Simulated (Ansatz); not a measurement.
**TePt under changes of volume**

One of the cells (22.276 Å³/atom); the others are scaled copies at fixed shape and fractional positions:

```
CELL_PARAMETERS angstrom
4.26288 0.00000 0.00000
-2.13144 3.69176 0.00000
0.00000 0.00000 5.66177
ATOMIC_POSITIONS crystal
Pt 0.00000 0.00000 0.00000
Pt 0.00000 0.00000 0.50000
Te 0.33333 0.66667 0.25000
Te 0.66667 0.33333 0.75000
```

Measurements of this composition are mostly on another form, of space group No. 166.

```yaml
Program: Ansatz 0.2.0
Functional: PBEsol
Potentials_or_basis: Ansatz PAW
Cutoff: "420 eV (not typed: the program's choice for these potentials)"
k_mesh: 7 × 7 × 5
Occupations: fermi-dirac, width 0.05 eV
Spin: no spin polarisation
```

```csv
volume (Å³/atom),energy over the lowest point (meV/atom),pressure (GPa)
20.939,4.50,3.2
21.385,0.00,0.1
21.830,3.51,-2.6
22.276,14.05,-4.9
22.721,?,?
23.167,52.97,-8.9
23.612,79.95,-10.5
```

Problem. What does the run at 22.721 Å³/atom give?

Solution. Energy over the lowest point 30.79 meV/atom; pressure -7.0 GPa.

Worked out: A Birch-Murnaghan fit of order 3 (a polynomial in V^(-2/3)) to the other rows has its minimum at 21.40 Å³/atom with B0 = V·E''(V) = 137 GPa and B' = 5.1 at fixed shape and positions, which overstates the stiffness. It gives 30.76 meV/atom at 22.721 Å³/atom, against the run's 30.79, and -dE/dV = -7.0 GPa, against -7.0.

Energies are extrapolated to zero smearing.

Caveats: the PAW data sets come from PBE, with cores solved anew for the run's functional, which leaves a small shift of forces and pressure.
